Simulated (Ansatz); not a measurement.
The system is NbH.

```
Nb H
1.0
    -1.60696    1.60696    1.98430
     1.60696   -1.60696    1.98430
     1.60696    1.60696   -1.98430
Nb H
1 1
Direct
  0.00000 0.00000 0.00000
  0.50000 0.50000 0.00000
```

The cell comes from a database or a generator and needn't be the stable form of this composition.

Base run:

```yaml
Program: Ansatz 0.2.0
Functional: PBEsol
Potentials_or_basis: all-electron LAPW, scalar-relativistic
Cutoff: 269 eV (chosen from the basis error)
Basis_error_allowed: 0.001 eV/atom
k_mesh: 12 × 12 × 12
Occupations: fermi-dirac, width 0.05 eV
Spin: no spin polarisation
```

Its results: pressure -7.3 GPa.

Task: The run is repeated on the same cell with these changes: functional from PBEsol to LDA. What comes out?

Result: Pressure -10.7 GPa.

LDA binds more tightly than PBEsol, so the same cell stands under less pressure.
